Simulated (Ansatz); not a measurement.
# Zone-centre phonons of BN at 1 GPa: input and output

These are results of DFT PBE+D3(BJ), scalar-relativistic, plane waves, PAW (Ansatz 0.2.0), not measurements.

Launched with:
```bash
ansatz run input.yaml --threads 1 --pin off --max-ram 3072MiB --backend cpu --events-out ev --progress --plain --runs-dir out
```

Input (bare energies are in eV):
```yaml
crystal:
  lattice:
    - [1.2518340068, 0.7227467008, 3.2000735552]
    - [-1.2518340068, 0.7227467008, 3.2000735552]
    - [0.0, -1.4454934016, 3.2000735552]
  atoms:
    - { symbol: B, position: [0.9997610282, 0.9997610282, 0.9997610282] }
    - { symbol: "N", position: [0.3326719718, 0.3326719718, 0.3326719718] }
basis:
  ecutwfc: 420
kpoints:
  mp_grid: { grid: [12, 12, 12] }
hamiltonian:
  xc: pbe
  dispersion: d3bj
scf:
  occupations: { method: fixed }
output:
  eigenvalues: true
phonons:
  method: dfpt
  dielectric: true
  rigid_motions: translations
  eigenvectors: true
```

Results section of the output:
```
--- Phonons (Γ-DFPT): 4 representative perturbations + reference, on 476 of 1728 k-points (Σ response iterations 12) ---
  k mesh reduced under 2 symmetry operations, with k and −k counted as one. Each operation leaves every solved perturbation unchanged. A smaller set is not considered because the run solves the response ...
  ASR residual: 1.723e-4 → 0.000e0 eV/Å²; symmetrization residual: 1.804e-6 eV/Å²
  pairwise dispersion correction: d3bj (s6 = 1.0, s8 = 0.7875, a1 = 0.4289, a2_bohr = 4.4407), with the weights of each atom's references fixed at the reference crystal's, and the forces and stress that the weights' published response gives ...
  ASR residual per site (eV/Å²): 6.04e-5 1.72e-4
  Γ frequencies (cm⁻¹): 0.00 0.00 0.00 741.60 1360.94 1360.94
  ε∞ (high-frequency dielectric tensor):
        4.905106     0.000000     0.000000
        0.000000     4.905106     0.000000
        0.000000     0.000000     2.808657
  ε⁰ (static dielectric tensor: ions relaxed, cell fixed):
        6.738288    -0.000000     0.000000
        0.000000     6.738288    -0.000000
        0.000000    -0.000000     3.298362
  ε⁰ − ε∞ (ionic part):
        1.833182    -0.000000     0.000000
       -0.000000     1.833182    -0.000000
        0.000000    -0.000000     0.489705
  softest optical mode at Γ: 741.60 cm⁻¹; the repairs (sum rule, projections) moved no ω² at Γ by more than (1.90 cm⁻¹)²
  Born effective charges Z* (e; rows j = field, columns β = displacement):
    site 0:
         2.70435    0.00000    0.00000
         0.00000    2.70435    0.00000
         0.00000    0.00000    0.76166
    site 1:
        -2.70435    0.00000   -0.00000
         0.00000   -2.70435   -0.00000
         0.00000   -0.00000   -0.76166
  Z* charge neutrality: 4.311e-6 e pre-enforcement
  k-mesh period / interband length: 30.0 Å / 1.38 Å = 21.84 at k = (0.0000, -0.5000, -0.5000), direct gap 5.436 eV — 14 or more, which is no proof of convergence
  optical modes at Γ without the LO–TO term, one row a degenerate level:
      ω (cm⁻¹) modes IR ((D/Å)²/amu)
        741.60      1             2.1936
       1360.94      2            55.3092
  optical modes at Γ + LO–TO along q̂ = [1.0000, 0.0000, 0.0000]:
      ω (cm⁻¹) modes IR ((D/Å)²/amu)
        741.60      1             2.1936
       1360.94      1            27.6546
       1595.11      1            27.6546
  optical modes at Γ + LO–TO along q̂ = [0.0000, 1.0000, 0.0000]:
      ω (cm⁻¹) modes IR ((D/Å)²/amu)
        741.60      1             2.1936
       1360.94      1            27.6546
       1595.11      1            27.6546
  optical modes at Γ + LO–TO along q̂ = [0.0000, 0.0000, 1.0000]:
      ω (cm⁻¹) modes IR ((D/Å)²/amu)
        803.66      1             2.1936
       1360.94      2            55.3092
```

It took 54 s on 1 thread of AMD EPYC 7R43 64-Core Processor (Zen 3), with other jobs on the host, peak memory 0.56 GiB.

This form isn't the usual stable structure of the compound.